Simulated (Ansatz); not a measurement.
Wires are cut from relaxed bulk CdTe (F-43m, 36.22 Å³/atom, gap on the mesh 0.59 eV); atoms and period are relaxed, and energies count from that bulk.

These are results of Ansatz 0.2.0, DFT PBE, scalar-relativistic, plane waves, PAW, not measurements.

Cutoff 420 eV, Gaussian smearing of 0.05 eV, energies at zero smearing, symmetry of each start kept, collinear spin where a moment is listed.

| start | atoms | k mesh | excess energy (eV per host atom) | line energy (eV/Å) | period (Å) | gap on the mesh (eV) | size of the moment (μB per cell) | highest filled level or Fermi level under vacuum (eV) |
| --- | --- | --- | --- | --- | --- | --- | --- | --- |
| [110] wire, 14 host atoms a period* | 14 | 1×1×7 | 0.231 | 0.701 | 4.611 | 0.33 | 0.00 | - |
| [110] wire, 18 host atoms a period | 18 | 1×1×7 | 0.303 | 1.164 | 4.679 | 0 | 2.00 | 4.80 |

A dash: not computed, or not clear enough to read.

* ends far from its start.

Spin-orbit coupling is left out, which matters for the bands of heavy elements. The gap is read on a mesh, which can miss the band edges, so it can be too wide.

Each run keeps its start's symmetry and one magnetic start, so lower states can exist.

Cost: 2 runs of about 2.8 core-hours in all, on Intel Xeon 6975P-C (Granite Rapids) (shared hosts).